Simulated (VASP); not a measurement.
# Si (P6_3/mmc) in VASP: notebook

Runs on Si. Level: PBE. Tasks: relaxation of shape and atoms at fixed volume.

All numbers are computed with VASP 6.6.1; they aren't measurements. Logs are shortened: lines on timing, memory, paths and dates and some standing lists are left out, and cuts for length are marked.

### 1 Starting point

The structure is hexagonal, space group P6_3/mmc (No. 194). Conventional cell: a = 2.610 Å, b = 2.610 Å, c = 5.021 Å, α = 90.00°, β = 90.00°, γ = 120.00°. Si (site symmetry -6m2) has 12 Si at 2.61 to 2.93 Å as nearest neighbours.

This isn't the form of Si at room conditions, which is diamond.

### 2 Relaxation of shape and atoms at fixed volume, PBE (a relaxed cell with its volume scaled by 0.98)

Contents of INCAR:

```
SYSTEM = Si
  ALGO = Fast
  EDIFF = 1E-7
  EDIFFG = -0.01
  ENCUT = 300
  GGA = PE
  IBRION = 2
  ISIF = 4
  ISMEAR = 0
  LASPH = .TRUE.
  LCHARG = .FALSE.
  LREAL = .FALSE.
  LWAVE = .FALSE.
  NELM = 80
  NSW = 40
  PREC = Accurate
  SIGMA = 0.03
```

Contents of KPOINTS:

```
k-points
0
G
  6 6 3
  0 0 0
```

Contents of POSCAR:

```
Si                                      
1.0
    2.5924829324      0.0000000000      0.0000000000
   -1.2962414662      2.2451560784      0.0000000000
    0.0000000000      0.0000000000      4.9877401074
  Si            
     2
Direct
     0.3333333300000021    0.6666666699999979    0.2500000000000000
     0.6666666699999979    0.3333333300000021    0.7500000000000000
```

Potentials or basis: VASP PAW PBE potentials, release 64 (Si).

The run is started by

```console
$ cat potpaw_PBE.64/Si/POTCAR > POTCAR
$ mpirun -np 1 vasp_std > vasp.out
```

OUTCAR:

```text
SYSTEM = Si
   EDIFF = 1E-7
   EDIFFG = -0.01
   ENCUT = 300
   GGA = PE
   IBRION = 2
   ISIF = 4
   ISMEAR = 0
   LASPH = .TRUE.
   LREAL = .FALSE.
   NELM = 80
   NSW = 40
   PREC = Accurate

 ion  position               nearest neighbor table
   1  0.333  0.667  0.250-   2 2.91   2 2.91   2 2.91   2 2.91   2 2.91   2 2.91
   2  0.667  0.333  0.750-   1 2.91   1 2.91   1 2.91   1 2.91   1 2.91   1 2.91

  LATTYP: Found a hexagonal cell.
 ALAT       =     2.5924829324
 C/A-ratio  =     1.9239239900

  Lattice vectors:

 A1 = (   2.5924829324,   0.0000000000,   0.0000000000)
 A2 = (  -1.2962414662,   2.2451560784,   0.0000000000)
 A3 = (   0.0000000000,   0.0000000000,   4.9877401074)

Analysis of symmetry for initial positions (statically):
=====================================================================
 Subroutine PRICEL returns:
 Original cell was already a primitive cell.

 Routine SETGRP: Setting up the symmetry group for a
 hexagonal supercell.

 Subroutine GETGRP returns: Found 24 space group operations
 (whereof 12 operations were pure point group operations)
 out of a pool of 24 trial point group operations.

The static configuration has the point symmetry D_3d.
 The point group associated with its full space group is D_6h.

Analysis of symmetry for dynamics (positions and initial velocities):
=====================================================================
 Subroutine PRICEL returns:
 Original cell was already a primitive cell.

 Routine SETGRP: Setting up the symmetry group for a
 hexagonal supercell.

 Subroutine GETGRP returns: Found 24 space group operations
 (whereof 12 operations were pure point group operations)
 out of a pool of 24 trial point group operations.

The dynamic configuration has the point symmetry D_3d.
 The point group associated with its full space group is D_6h.

 Subroutine INISYM returns: Found 24 space group operations
 (whereof 12 operations are pure point group operations),
 and found     1 'primitive' translations

----------------------------------------------------------------------------------------

                                     Primitive cell

  volume of cell :      29.0313

  direct lattice vectors                    reciprocal lattice vectors
[... 65 lines left out ...]
   NGXF,Y,Z  is equivalent  to a cutoff of  20.52, 20.52, 18.67 a.u.
 SYSTEM =  Si
   PREC   = accura    normal or accurate (medium, high low for compatibility)
   ISTART =      0    job   : 0-new  1-cont  2-samecut
   ICHARG =      2    charge: 1-file 2-atom 10-const
   ISPIN  =      1    spin polarized calculation?
   LNONCOLLINEAR =      F non collinear calculations
   LSORBIT =      F    spin-orbit coupling
   LASPH  =      T    aspherical Exc in radial PAW
   ENCUT  =  300.0 eV  22.05 Ry    4.70 a.u.   3.66  3.66  7.04*2*pi/ulx,y,z
   NELM   =     80;   NELMIN=  2; NELMDL= -5     # of ELM steps
   EDIFF  = 0.1E-06   stopping-criterion for ELM
   LREAL  =      F    real-space projection
   EDIFFG = -.1E-01   stopping-criterion for IOM
   NSW    =     40    number of steps for IOM
   IBRION =      2    ionic relax: 0-MD 1-quasi-New 2-CG
   NFREE  =      1    steps in history (QN), initial steepest desc. (CG)
   ISIF   =      4    stress and relaxation
   ISYM   =      2    0-nonsym 1-usesym 2-fastsym
   POTIM  = 0.5000    time-step for ionic-motion
   TEBEG  =    0.0;   TEEND  =   0.0 temperature during run
   PSTRESS=    0.0 pullay stress
   NELECT =       8.0000    total number of electrons
   NUPDOWN=      -1.0000    fix difference up-down
   EMIN   =  10.00;   EMAX   =-10.00  energy-range for DOS
   EFERMI =   0.00;   METHOD = LEGACY
   ISMEAR =     0;   SIGMA  =   0.03  broadening in eV -4-tet -1-fermi 0-gaus
   EFERMI_NEDOS =   21; number of points for ismear=-14 and -15
   IALGO  =     68    algorithm
   IMIX   =      4    mixing-type and parameters
     AMIX     =   0.40;   BMIX     =  1.00
     AMIX_MAG =   1.60;   BMIX_MAG =  1.00
  volume/ion in A,a.u.               =      14.52        97.96
  Fermi-wavevector in a.u.,A,eV,Ry     =   1.065327  2.013175 15.441532  1.134921
  Thomas-Fermi vector in A             =   2.200874
   LORBIT       =      0    0 simple, 1 ext, 2 COOP (PROOUT), +10 PAW based schemes
   GGA     = PE    functional components
   LHFCALC =     F    Hartree Fock is set to
   AEXX    =    0.0000 exact exchange contribution
   IVDW    =     0    specifies the selected vdW correction
   LEPSILON=     F    determine dielectric tensor
   LRPA    =     F    only Hartree local field effects (RPA)
 conjugate gradient relaxation of ions
 non-spin polarized calculation
 RMM-DIIS sequential band-by-band and
 Gauss-broadening in eV      SIGMA  =   0.03
  energy-cutoff  :      300.00
  volume of cell :       29.03
 maximum number of plane-waves:       356
 NGX is ok and might be reduce to    16
   NGX =  7   NGY =  7   NGZ = 15

--------------------------------------- Ionic step        1  -------------------------------------------

 number of electron       7.9999999 magnetization

 Free energy of the ion-electron system (eV)
  ---------------------------------------------------
  ext. energy  EPLUGINS =         0.00000000
  ---------------------------------------------------
  free energy    TOTEN  =        -9.78286892 eV

  energy without entropy =       -9.77938563  energy(sigma->0) =       -9.78112728

------------------------ aborting loop because EDIFF is reached ----------------------------------------

  FORCE on cell =-STRESS in cart. coord.  units (eV):
  Direction    XX          YY          ZZ          XY          YZ          ZX
  --------------------------------------------------------------------------------------
  -------------------------------------------------------------------------------------
  Total        0.0357189      0.0357189      0.1822433      0.0000000      0.0000000      0.0000000
  in kB        1.9712554      1.9712554     10.0576358      0.0000000      0.0000000      0.0000000
  external PRESSURE =       4.6667155 kB  Pullay stress =       0.0000000 kB
[... 59 lines left out ...]
--------------------------------------- Ionic step        3  -------------------------------------------

 number of electron       8.0000000 magnetization

 Free energy of the ion-electron system (eV)
  ---------------------------------------------------
  ext. energy  EPLUGINS =         0.00000000
  ---------------------------------------------------
  free energy    TOTEN  =        -9.78325108 eV

  energy without entropy =       -9.78077190  energy(sigma->0) =       -9.78201149

 E-fermi :  10.6009     XC(G=0): -11.1581

 val. band max:       10.5920064191   @ k =   0.3333   0.0000   0.3333
 cond. band min:      10.6295087003   @ k =   0.3333   0.1667   0.0000
 fundamental gap:      0.0375022812
 Fermi energy:        10.6008511706

 k-point     1 :       0.0000    0.0000    0.0000
  band No.  band energies     occupation
      1      -4.3689      2.00000
      2       0.2149      2.00000
      3       2.6200      2.00000
      4      16.6668      0.00000
      5      18.2065      0.00000
      6      21.2519      0.00000
      7      21.2519      0.00000
      8      22.0821      0.00000
[... 170 lines left out ...]
  FREE ENERGIE OF THE ION-ELECTRON SYSTEM (eV)
  ---------------------------------------------------
  free  energy   TOTEN  =        -9.7832510783 eV

  energy  without entropy=       -9.7807719049  energy(sigma->0) =       -9.78201149

 reached required accuracy - stopping structural energy minimisation
```

OSZICAR:

```text
N       E                     dE             d eps       ncg     rms          rms(c)
DAV:   1     0.123460195247E+01    0.12346E+01   -0.26272E+03   224   0.551E+02
DAV:   2    -0.975344314537E+01   -0.10988E+02   -0.10336E+02   344   0.601E+01
DAV:   3    -0.984739454885E+01   -0.93951E-01   -0.93927E-01   296   0.718E+00
[... 21 lines left out ...]
RMM:   2    -0.978336630482E+01    0.25835E-03   -0.28734E-04   224   0.138E-01    0.488E-02
RMM:   3    -0.978324904781E+01    0.11726E-03   -0.19107E-04   224   0.885E-02    0.323E-03
RMM:   4    -0.978325079705E+01   -0.17492E-05   -0.17858E-05   223   0.352E-02    0.302E-03
RMM:   5    -0.978325103876E+01   -0.24170E-06   -0.21077E-06   213   0.117E-02    0.225E-03
RMM:   6    -0.978325107834E+01   -0.39582E-07   -0.62813E-07   216   0.673E-03
   3 F= -.97832511E+01 E0= -.97820115E+01  d E =-.382157E-03
```

It took 4.8 s on 1 thread of Intel Xeon Platinum 8259CL at 2.50GHz (Skylake/Cascade Lake), shared host; peak memory 0.11 GiB.

What came out:

```
Free energy               : -9.7833 eV
Energy gained by relaxing : 0.2 meV/atom
Ionic steps               : 3
Pressure after relaxing   : 0.3 GPa
Band gap on the k mesh    : none (metal or under the smearing width)
```

Step by step:
| step | energy change (eV) | largest force (eV/Å) | pressure (GPa) |
| --- | --- | --- | --- |
| 1 | 0.0000 | 0.0000 | 0.47 |
| 2 | -0.0003 | 0.0000 | 0.37 |
| 3 | -0.0004 | 0.0000 | 0.30 |

Final structure:
```yaml
crystal:
  lattice:
    - [2.58540, 0.00000, 0.00000]
    - [-1.29270, 2.23902, 0.00000]
    - [0.00000, 0.00000, 5.01510]
  atoms:
    - { symbol: Si, position: [0.33333, 0.66667, 0.25000] }
    - { symbol: Si, position: [0.66667, 0.33333, 0.75000] }
```

Levels at points of the mesh, in eV from the Fermi level:
| k point | band 1 | band 2 | band 3 | band 4 | band 5 | band 6 | band 7 | band 8 |
| --- | --- | --- | --- | --- | --- | --- | --- | --- |
| (0.00, 0.00, 0.00) | -14.97 | -10.39 | -7.98 | 6.07 | 7.61 | 10.65 | 10.65 | 11.48 |
| (0.50, 0.00, 0.00) | -7.97 | -7.71 | -3.67 | -3.11 | -1.69 | -0.33 | 4.86 | 6.80 |

Caveat: the k mesh is coarse (spacing up to 0.47 Å⁻¹), so the values aren't converged; the cutoff is under 1.25 times the usual one of these potentials, so pressure, stress and relaxed cells hold a basis-set (Pulay) error.

### 3 Relaxation of shape and atoms at fixed volume, PBE

INCAR is that of step 2.

KPOINTS is that of step 2.

Contents of POSCAR:

```
Si                                      
1.0
    2.6100002404      0.0000000000      0.0000000000
   -1.3050001202      2.2603265121      0.0000000000
    0.0000000000      0.0000000000      5.0214420764
  Si            
     2
Direct
     0.3333333300000021    0.6666666699999979    0.2500000000000000
     0.6666666699999979    0.3333333300000021    0.7500000000000000
```

Potentials or basis: VASP PAW PBE potentials, release 64 (Si).

The run is started by

```console
$ cat potpaw_PBE.64/Si/POTCAR > POTCAR
$ mpirun -np 1 vasp_std > vasp.out
```

Run time: 3.2 s. Hardware: 1 thread of Intel Xeon Platinum 8259CL at 2.50GHz (Skylake/Cascade Lake), shared host; peak memory 0.11 GiB.

It converged, with:

- Free energy: -9.7855 eV
- Pressure after relaxing: 0.0 GPa
- Band gap on the k mesh: none (metal or under the smearing width)

Final structure:
```yaml
crystal:
  lattice:
    - [2.61000, 0.00000, 0.00000]
    - [-1.30500, 2.26033, 0.00000]
    - [0.00000, 0.00000, 5.02144]
  atoms:
    - { symbol: Si, position: [0.33333, 0.66667, 0.25000] }
    - { symbol: Si, position: [0.66667, 0.33333, 0.75000] }
```

Levels at points of the mesh, in eV from the Fermi level:
```
           k point  band 1  band 2  band 3  band 4  band 5  band 6  band 7  band 8
(0.00, 0.00, 0.00)  -14.70  -10.12   -7.74    6.24    7.83   10.37   10.37   11.29
(0.50, 0.00, 0.00)   -7.86   -7.54   -3.50   -3.01   -1.60   -0.20    4.73    6.72
```

Caveat: the k mesh is coarse (spacing up to 0.46 Å⁻¹), so the values aren't converged; the cutoff is under 1.25 times the usual one of these potentials, so pressure, stress and relaxed cells hold a basis-set (Pulay) error; the relaxation stopped at its first step, so nothing moved.

### 4 Relaxation of shape and atoms at fixed volume, PBE (a relaxed cell with its volume scaled by 1.02)

INCAR is that of step 3.

KPOINTS is that of step 3.

Contents of POSCAR:

```
Si                                      
1.0
    2.6272855139      0.0000000000      0.0000000000
   -1.3136427570      2.2752959981      0.0000000000
    0.0000000000      0.0000000000      5.0546976289
  Si            
     2
Direct
     0.3333333300000021    0.6666666699999979    0.2500000000000000
     0.6666666699999979    0.3333333300000021    0.7500000000000000
```

Potentials or basis: VASP PAW PBE potentials, release 64 (Si).

The run is started by

```console
$ cat potpaw_PBE.64/Si/POTCAR > POTCAR
$ mpirun -np 1 vasp_std > vasp.out
```

OUTCAR:

```text
SYSTEM = Si
   EDIFF = 1E-7
   EDIFFG = -0.01
   ENCUT = 300
   GGA = PE
   IBRION = 2
   ISIF = 4
   ISMEAR = 0
   LASPH = .TRUE.
   LREAL = .FALSE.
   NELM = 80
   NSW = 40
   PREC = Accurate

 ion  position               nearest neighbor table
   1  0.333  0.667  0.250-   2 2.95   2 2.95   2 2.95   2 2.95   2 2.95   2 2.95
   2  0.667  0.333  0.750-   1 2.95   1 2.95   1 2.95   1 2.95   1 2.95   1 2.95

  LATTYP: Found a hexagonal cell.
 ALAT       =     2.6272855139
 C/A-ratio  =     1.9239239900

  Lattice vectors:

 A1 = (   2.6272855139,   0.0000000000,   0.0000000000)
 A2 = (  -1.3136427570,   2.2752959981,   0.0000000000)
 A3 = (   0.0000000000,   0.0000000000,   5.0546976289)

Analysis of symmetry for initial positions (statically):
=====================================================================
 Subroutine PRICEL returns:
 Original cell was already a primitive cell.

 Routine SETGRP: Setting up the symmetry group for a
 hexagonal supercell.

 Subroutine GETGRP returns: Found 24 space group operations
 (whereof 12 operations were pure point group operations)
 out of a pool of 24 trial point group operations.

The static configuration has the point symmetry D_3d.
 The point group associated with its full space group is D_6h.

Analysis of symmetry for dynamics (positions and initial velocities):
=====================================================================
 Subroutine PRICEL returns:
 Original cell was already a primitive cell.

 Routine SETGRP: Setting up the symmetry group for a
 hexagonal supercell.

 Subroutine GETGRP returns: Found 24 space group operations
 (whereof 12 operations were pure point group operations)
 out of a pool of 24 trial point group operations.

The dynamic configuration has the point symmetry D_3d.
[... 98 lines left out ...]
   TEBEG  =    0.0;   TEEND  =   0.0 temperature during run
   PSTRESS=    0.0 pullay stress
   NELECT =       8.0000    total number of electrons
   NUPDOWN=      -1.0000    fix difference up-down
   EMIN   =  10.00;   EMAX   =-10.00  energy-range for DOS
   EFERMI =   0.00;   METHOD = LEGACY
   ISMEAR =     0;   SIGMA  =   0.03  broadening in eV -4-tet -1-fermi 0-gaus
   EFERMI_NEDOS =   21; number of points for ismear=-14 and -15
   IALGO  =     68    algorithm
   IMIX   =      4    mixing-type and parameters
     AMIX     =   0.40;   BMIX     =  1.00
     AMIX_MAG =   1.60;   BMIX_MAG =  1.00
  volume/ion in A,a.u.               =      15.11       101.95
  Fermi-wavevector in a.u.,A,eV,Ry     =   1.051215  1.986508 15.035146  1.105052
  Thomas-Fermi vector in A             =   2.186249
   LORBIT       =      0    0 simple, 1 ext, 2 COOP (PROOUT), +10 PAW based schemes
   GGA     = PE    functional components
   LHFCALC =     F    Hartree Fock is set to
   AEXX    =    0.0000 exact exchange contribution
   IVDW    =     0    specifies the selected vdW correction
   LEPSILON=     F    determine dielectric tensor
   LRPA    =     F    only Hartree local field effects (RPA)
 conjugate gradient relaxation of ions
 non-spin polarized calculation
 RMM-DIIS sequential band-by-band and
 Gauss-broadening in eV      SIGMA  =   0.03
  energy-cutoff  :      300.00
  volume of cell :       30.22
 maximum number of plane-waves:       375
 NGX is ok and might be reduce to    16
   NGX =  7   NGY =  7   NGZ = 15

--------------------------------------- Ionic step        1  -------------------------------------------

 number of electron       8.0000002 magnetization

 Free energy of the ion-electron system (eV)
  ---------------------------------------------------
  ext. energy  EPLUGINS =         0.00000000
  ---------------------------------------------------
  free energy    TOTEN  =        -9.78352372 eV

  energy without entropy =       -9.78202258  energy(sigma->0) =       -9.78277315

------------------------ aborting loop because EDIFF is reached ----------------------------------------

  FORCE on cell =-STRESS in cart. coord.  units (eV):
  Direction    XX          YY          ZZ          XY          YZ          ZX
  --------------------------------------------------------------------------------------
  -------------------------------------------------------------------------------------
  Total       -0.3754267     -0.3754267     -0.1883628      0.0000000     -0.0000000      0.0000000
  in kB      -19.9065191    -19.9065191     -9.9876948      0.0000000     -0.0000000      0.0000000
  external PRESSURE =     -16.6002444 kB  Pullay stress =       0.0000000 kB
[... 59 lines left out ...]
--------------------------------------- Ionic step        3  -------------------------------------------

 number of electron       8.0000002 magnetization

 Free energy of the ion-electron system (eV)
  ---------------------------------------------------
  ext. energy  EPLUGINS =         0.00000000
  ---------------------------------------------------
  free energy    TOTEN  =        -9.78369889 eV

  energy without entropy =       -9.78218527  energy(sigma->0) =       -9.78294208

 E-fermi :   9.9575     XC(G=0): -10.9965

 val. band max:        9.9432677441   @ k =   0.3333   0.1667   0.0000
 cond. band min:      10.0244845147   @ k =   0.3333   0.0000   0.3333
 fundamental gap:      0.0812167706
 Fermi energy:         9.9575232924

 k-point     1 :       0.0000    0.0000    0.0000
  band No.  band energies     occupation
      1      -4.5190      2.00000
      2      -0.0698      2.00000
      3       2.4054      2.00000
      4      16.0385      0.00000
      5      17.7368      0.00000
      6      20.2223      0.00000
      7      20.2223      0.00000
      8      21.1650      0.00000
[... 170 lines left out ...]
  FREE ENERGIE OF THE ION-ELECTRON SYSTEM (eV)
  ---------------------------------------------------
  free  energy   TOTEN  =        -9.7836988884 eV

  energy  without entropy=       -9.7821852688  energy(sigma->0) =       -9.78294208

 reached required accuracy - stopping structural energy minimisation
```

CONTCAR:

```text
Si
   1.00000000000000
     2.6248462275780207    0.0000000000003231    0.0000000000000000
    -1.3124231138386842    2.2731835141770795    0.0000000000000000
    -0.0000000000000000   -0.0000000000000000    5.0640967196100251
  Si
     2
Direct
     0.3333333300000021    0.6666666699999979    0.2500000000000000
     0.6666666699999979    0.3333333300000021    0.7500000000000000

  0.00000000E+00  0.00000000E+00  0.00000000E+00
  0.00000000E+00  0.00000000E+00  0.00000000E+00
```

It took 4.3 s on 1 thread of Intel Xeon Platinum 8259CL at 2.50GHz (Skylake/Cascade Lake), shared host; peak memory 0.12 GiB.

Results:

```yaml
Free_energy: -9.7837 eV
Energy_gained_by_relaxing: 0.1 meV/atom
Ionic_steps: 3
Pressure_after_relaxing: -1.5 GPa
Band_gap_on_the_k_mesh: none (metal or under the smearing width)
```

The path:
```csv
step,energy change (eV),largest force (eV/Å),pressure (GPa)
1,0.0000,0.0000,-1.66
2,-0.0001,0.0000,-1.46
3,-0.0002,0.0000,-1.54
```

Final structure:
```
CELL_PARAMETERS angstrom
2.62485 0.00000 0.00000
-1.31242 2.27318 0.00000
0.00000 0.00000 5.06410
ATOMIC_POSITIONS crystal
Si 0.33333 0.66667 0.25000
Si 0.66667 0.33333 0.75000
```

Levels at points of the mesh, in eV from the Fermi level:
```tsv
k point	band 1	band 2	band 3	band 4	band 5	band 6	band 7	band 8
(0.00, 0.00, 0.00)	-14.48	-10.03	-7.55	6.08	7.78	10.26	10.26	11.21
(0.50, 0.00, 0.00)	-7.73	-7.38	-3.46	-3.03	-1.50	-0.08	4.72	6.73
```

Caveat: the k mesh is coarse (spacing up to 0.46 Å⁻¹), so the values aren't converged; the cutoff is under 1.25 times the usual one of these potentials, so pressure, stress and relaxed cells hold a basis-set (Pulay) error.

(Continued in part 2 of 2.)
